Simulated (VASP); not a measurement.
# KI (Fm-3m) in VASP: notebook, part 2 of 2

VASP 6.6.1.

## 3. Relaxation of the atoms, PBE+D3(BJ)

INCAR

```
  PREC = Accurate
  ENCUT = 600
  EDIFF = 1E-7
  ISMEAR = 0
  SIGMA = 0.03
  LREAL = F
  LASPH = T
  NELM = 80
  ALGO = Fast
  ISIF = 2
  LWAVE = F
  LCHARG = F
  GGA = PE
  IVDW = 12
  IBRION = 2
  NSW = 40
  EDIFFG = -0.01
```

KPOINTS

```
regular mesh
0
Gamma
  8 8 8
```

POSCAR

```
KI                                      
1.0
    0.0000000000      3.5068213221      3.5068213221
    3.5068213221      0.0000000000      3.5068213221
    3.5068213221      3.5068213221      0.0000000000
  K               I             
     1     1
Direct
     0.0000000000000000    0.0000000000000000    0.0000000000000000
     0.5000000000000000    0.5000000000000000    0.5000000000000000
```

Potentials or basis: VASP PAW PBE potentials, release 64 (K_sv, I).

Started as:

```console
> cat potpaw_PBE.64/K_sv/POTCAR potpaw_PBE.64/I/POTCAR > POTCAR
> mpirun -np 1 vasp_std > vasp.out
```

OUTCAR:

```text
PREC = Accurate
   ENCUT = 600
   EDIFF = 1E-7
   ISMEAR = 0
   LREAL = F
   LASPH = T
   NELM = 80
   ISIF = 2
   GGA = PE
   IVDW = 12
   IBRION = 2
   NSW = 40
   EDIFFG = -0.01
 IVDW          = 12

 ion  position               nearest neighbor table
   1  0.000  0.000  0.000-   2 3.51   2 3.51   2 3.51   2 3.51   2 3.51   2 3.51
   2  0.500  0.500  0.500-   1 3.51   1 3.51   1 3.51   1 3.51   1 3.51   1 3.51

  LATTYP: Found a face centered cubic cell.
 ALAT       =     7.0136426442

  Lattice vectors:

 A1 = (   0.0000000000,   3.5068213221,   3.5068213221)
 A2 = (   3.5068213221,   0.0000000000,   3.5068213221)
 A3 = (   3.5068213221,   3.5068213221,   0.0000000000)

Analysis of symmetry for initial positions (statically):
=====================================================================
 Subroutine PRICEL returns:
 Original cell was already a primitive cell.

 Routine SETGRP: Setting up the symmetry group for a
 face centered cubic supercell.

 Subroutine GETGRP returns: Found 48 space group operations
 (whereof 48 operations were pure point group operations)
 out of a pool of 48 trial point group operations.

The static configuration has the point symmetry O_h .
[... 180 lines left out ...]
      8      -0.2989      2.00000
      9       3.7174      0.00000
     10       6.1877      0.00000
     11       6.1878      0.00000
     12       6.1879      0.00000
[... 331 lines left out ...]
 k-point    24 :      -0.3750    0.2500    0.1250
  band No.  band energies     occupation
      1     -28.7598      2.00000
      2     -12.3758      2.00000
      3     -12.2723      2.00000
      4     -12.2629      2.00000
      5     -10.5702      2.00000
      6      -1.4476      2.00000
      7      -0.8662      2.00000
      8      -0.7050      2.00000
      9       5.7638      0.00000
     10       6.5632      0.00000
     11       7.1690      0.00000
     12       8.0165      0.00000

 [... further k-points ...]

------------------------ aborting loop because EDIFF is reached ----------------------------------------

 Edisp (eV)   -0.46485

 E8    (eV) :    -0.2246

  FORCE on cell =-STRESS in cart. coord.  units (eV):
  Direction    XX          YY          ZZ          XY          YZ          ZX
  --------------------------------------------------------------------------------------
  -------------------------------------------------------------------------------------
  Total      -0.00469    -0.00469    -0.00469    -0.00000    -0.00000     0.00000
  in kB      -0.08713    -0.08713    -0.08713    -0.00000    -0.00000     0.00000
  external pressure =       -0.09 kB  Pullay stress =        0.00 kB

 VOLUME and BASIS-vectors are now :
 -----------------------------------------------------------------------------
  energy-cutoff  :      600.00
  volume of cell :       86.25
      direct lattice vectors                 reciprocal lattice vectors
     0.000000000  3.506821322  3.506821322    -0.142579263  0.142579263  0.142579263
     3.506821322  0.000000000  3.506821322     0.142579263 -0.142579263  0.142579263
     3.506821322  3.506821322  0.000000000     0.142579263  0.142579263 -0.142579263

 POSITION                                       TOTAL-FORCE (eV/Angst)
 -----------------------------------------------------------------------------------
      0.00000      0.00000      0.00000        -0.000000      0.000000     -0.000000
      3.50682      3.50682      3.50682         0.000000     -0.000000      0.000000
 -----------------------------------------------------------------------------------
    total drift:                                0.000000     -0.000000     -0.000000

  FREE ENERGIE OF THE ION-ELECTRON SYSTEM (eV)
  ---------------------------------------------------
  free  energy   TOTEN  =        -6.0120283920 eV

  energy  without entropy=       -6.0120283920  energy(sigma->0) =       -6.01202839

 reached required accuracy - stopping structural energy minimisation
```

OSZICAR:

```text
N       E                     dE             d eps       ncg     rms          rms(c)
DAV:   1     0.103223200648E+03    0.10322E+03   -0.71853E+03   696   0.127E+03
DAV:   2     0.100503639993E+01   -0.10222E+03   -0.94516E+02   828   0.266E+02
DAV:   3    -0.528178837907E+01   -0.62868E+01   -0.62571E+01   896   0.608E+01
DAV:   4    -0.562296386155E+01   -0.34118E+00   -0.34077E+00  1320   0.117E+01
DAV:   5    -0.562435450696E+01   -0.13906E-02   -0.13906E-02   868   0.787E-01    0.317E+00
RMM:   6    -0.554461047576E+01    0.79744E-01   -0.11220E-01   696   0.144E+00    0.210E+00
RMM:   7    -0.554366215012E+01    0.94833E-03   -0.18461E-01   749   0.188E+00    0.794E-01
RMM:   8    -0.554744186118E+01   -0.37797E-02   -0.14793E-02   736   0.795E-01    0.240E-01
RMM:   9    -0.554691093242E+01    0.53093E-03   -0.35187E-03   785   0.318E-01    0.498E-02
RMM:  10    -0.554708477626E+01   -0.17384E-03   -0.95641E-04   836   0.166E-01    0.516E-02
RMM:  11    -0.554715326434E+01   -0.68488E-04   -0.27680E-04   795   0.108E-01    0.136E-02
RMM:  12    -0.554716373405E+01   -0.10470E-04   -0.13967E-04   864   0.622E-02    0.871E-03
RMM:  13    -0.554716939346E+01   -0.56594E-05   -0.47623E-05   898   0.323E-02    0.576E-03
RMM:  14    -0.554717247765E+01   -0.30842E-05   -0.20396E-05   899   0.208E-02    0.305E-03
RMM:  15    -0.554717383000E+01   -0.13524E-05   -0.87832E-06   835   0.128E-02    0.191E-03
RMM:  16    -0.554717432947E+01   -0.49947E-06   -0.35064E-06   789   0.888E-03    0.150E-03
RMM:  17    -0.554717477705E+01   -0.44757E-06   -0.17823E-06   733   0.630E-03    0.384E-04
RMM:  18    -0.554717485352E+01   -0.76473E-07   -0.81936E-07   663   0.439E-03
   1 F= -.60120284E+01 E0= -.60120284E+01  d E =-.601203E+01
```

Run time: 53 s. Hardware: 1 thread of Intel Xeon Platinum 8259CL at 2.50GHz (Skylake/Cascade Lake), shared host; peak memory 0.26 GiB.

What came out:

| Quantity | Value |
| --- | --- |
| Free energy | -6.0120 eV |
| Pressure after relaxing | 0.0 GPa |
| Band gap on the k mesh | 4.02 eV, direct |
| Dispersion energy per atom | -0.232 eV |

Final structure:
```
CELL_PARAMETERS angstrom
0.00000 3.50682 3.50682
3.50682 0.00000 3.50682
3.50682 3.50682 0.00000
ATOMIC_POSITIONS crystal
K 0.00000 0.00000 0.00000
I 0.50000 0.50000 0.50000
```

Levels at points of the mesh, in eV from the valence-band top:
| k point | band 4 | band 5 | band 6 | band 7 | band 8 | band 9 | band 10 | band 11 | band 12 |
| --- | --- | --- | --- | --- | --- | --- | --- | --- | --- |
| (0.00, 0.00, 0.00) | -11.95 | -10.54 | 0.00 | 0.00 | 0.00 | 4.02 | 6.49 | 6.49 | 6.49 |
| (0.50, 0.00, 0.00) | -11.96 | -10.23 | -1.37 | -0.35 | -0.35 | 5.55 | 7.78 | 8.19 | 8.19 |
| (0.50, 0.50, 0.00) | -11.97 | -10.38 | -1.03 | -0.38 | -0.38 | 4.90 | 5.82 | 8.13 | 8.92 |

Caveat: the relaxation stopped at its first step, so nothing moved; spin-orbit coupling is left out, which moves the levels of the heavy elements.

## 4. Relaxation of the atoms, PBE+D3(BJ) (a relaxed cell with its volume scaled by 1.02)

INCAR is that of step 3.

KPOINTS is that of step 3.

POSCAR

```
KI                                      
1.0
    0.0000000000      3.5300459812      3.5300459812
    3.5300459812      0.0000000000      3.5300459812
    3.5300459812      3.5300459812      0.0000000000
  K               I             
     1     1
Direct
     0.0000000000000000    0.0000000000000000    0.0000000000000000
     0.5000000000000000    0.5000000000000000    0.5000000000000000
```

Started as:

```console
> cat potpaw_PBE.64/K_sv/POTCAR potpaw_PBE.64/I/POTCAR > POTCAR
> mpirun -np 1 vasp_std > vasp.out
```

Wall time 51 s (1 thread of Intel Xeon Platinum 8259CL at 2.50GHz (Skylake/Cascade Lake), shared host); peak memory 0.26 GiB.

It converged, with:

| Quantity | Value |
| --- | --- |
| Free energy | -6.0106 eV |
| Pressure after relaxing | -0.3 GPa |
| Band gap on the k mesh | 3.97 eV, direct |
| Dispersion energy per atom | -0.227 eV |

Final structure:
```xyz
2
Lattice="0.0000 3.5300 3.5300 3.5300 0.0000 3.5300 3.5300 3.5300 0.0000" Properties=species:S:1:pos:R:3 pbc="T T T"
K     0.0000    0.0000    0.0000
I     3.5300    3.5300    3.5300
```

Levels at points of the mesh, in eV from the valence-band top:
```csv
k point,band 4,band 5,band 6,band 7,band 8,band 9,band 10,band 11,band 12
"(0.00, 0.00, 0.00)",-11.99,-10.51,0.00,0.00,0.00,3.97,6.50,6.50,6.50
"(0.50, 0.00, 0.00)",-11.99,-10.23,-1.32,-0.34,-0.34,5.53,7.72,8.15,8.15
"(0.50, 0.50, 0.00)",-12.00,-10.36,-1.00,-0.37,-0.37,4.93,5.77,8.10,8.81
```

Caveat: the relaxation stopped at its first step, so nothing moved; spin-orbit coupling is left out, which moves the levels of the heavy elements. A k mesh can miss the band edges.

## 5. Summary

| cell | gap on the mesh (eV) | pressure (GPa) |
| --- | --- | --- |
| atoms relaxed from: a relaxed cell with its volume scaled by 0.98 | 4.07 | 0.3 |
| atoms relaxed | 4.02 | 0.0 |
| atoms relaxed from: a relaxed cell with its volume scaled by 1.02 | 3.97 | -0.3 |

Alike in all rows: task relaxation of the atoms; level PBE+D3(BJ); potentials or basis VASP PAW PBE potentials, release 64 (K_sv, I); no spin polarisation; k mesh 8 × 8 × 8; cutoff (eV) 600; smearing gaussian 0.03 eV.

Caveats: the relaxation stopped at its first step, so nothing moved; spin-orbit coupling is left out, which moves the levels of the heavy elements.

Absolute energies hang on the potentials; compare differences alone.

## 6. Against experiment

Step 3. Measured gap of KI: 6.32 eV (a printed reference work, monograph). This calculation gives 4.02 eV (-2.30 eV). Spin-orbit coupling on I is left out. The value is that of PBE+D3(BJ) on a finite k mesh, which can miss the band edges, without temperature or zero-point motion. Semilocal functionals fall short of measured gaps as a rule.
